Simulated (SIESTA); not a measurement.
KCl (Sylvite):

```
CELL_PARAMETERS angstrom
0.00000 3.14647 3.14647
3.14647 0.00000 3.14647
3.14647 3.14647 0.00000
ATOMIC_POSITIONS crystal
K 0.00000 0.00000 0.00000
Cl 0.50000 0.50000 0.50000
```

Base run:

| Item | Value |
| --- | --- |
| Program | SIESTA 5.4.2 |
| Functional | PBEsol |
| Potentials or basis | PseudoDojo 0.4 standard (PBEsol files) |
| Basis | DZP (energy shift 0.003 Ry; two zetas on semicore shells; d shell added on K) |
| Grid cutoff | 800 Ry |
| Energy shift | 0.003 Ry |
| k mesh | 7 × 7 × 7 |
| Occupations | fermi-dirac, width 0.05 eV |
| Spin | no spin polarisation |

Its results: band gap on the k mesh 5.07 eV, direct; pressure -0.5 GPa.

**Question.** The run is repeated on the same cell with these changes: functional from PBEsol to AM05. What comes out?

**Answer.** Band gap on the k mesh 5.27 eV, direct; pressure 0.4 GPa.

Caveats: the basis of atomic orbitals isn't converged, which shifts pressures, moduli and gaps; the potentials were made for another functional, which shifts forces and pressure (some runs).

Not every run made on this cell is shown here.
